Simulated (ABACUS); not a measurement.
The system is Si2Mo.

```
Mo Si
1.0
    -1.60000    1.60000    3.93050
     1.60000   -1.60000    3.93050
     1.60000    1.60000   -3.93050
Mo Si
1 2
Direct
  0.00000 0.00000 0.00000
  0.66700 0.66700 0.00000
  0.33300 0.33300 0.00000
```

```yaml
Program: ABACUS 3.10.1
Task: single point
Functional: PBEsol
Potentials_or_basis: PseudoDojo NC SR 0.4.1 PBEsol standard
Cutoff: 1102 eV
Density_cutoff: 4408 eV
Basis: plane waves
k_mesh: 12 × 12 × 12
Occupations: fermi-dirac, width 0.05 eV
Spin: no spin polarisation
```

On this cell: pressure -2.7 GPa; largest force 0.323 eV/Å; band gap on the k mesh none (metal or under the smearing width).

The same run follows on a disturbed copy (atoms moved at random, drawn with an rms of 0.05 Å):

```
CELL_PARAMETERS angstrom
-1.60000 1.60000 3.93050
1.60000 -1.60000 3.93050
1.60000 1.60000 -3.93050
ATOMIC_POSITIONS crystal
Mo 0.01766 0.00186 0.00664
Si 0.67784 0.69432 0.02500
Si 0.33200 0.34581 0.01150
```

Problem. What changes?

Solution. The energy (extrapolated to zero smearing) moves by +19.9 meV/atom; pressure -2.4 GPa; largest force 0.954 eV/Å; band gap on the k mesh none (metal or under the smearing width).

Forces on the atoms (eV/Å):
```
Mo   0.610 -0.271 -0.343
Si  -0.483  0.044 -0.575
Si  -0.127  0.227  0.918
```

Stress tensor (GPa, compression positive):
```
-2.08 -0.30 -0.24
-0.30 -1.89  0.07
-0.24  0.07 -3.36
```

Caveats: there are fewer bands than atomic start orbitals, so a level may be missed at k points of high symmetry.
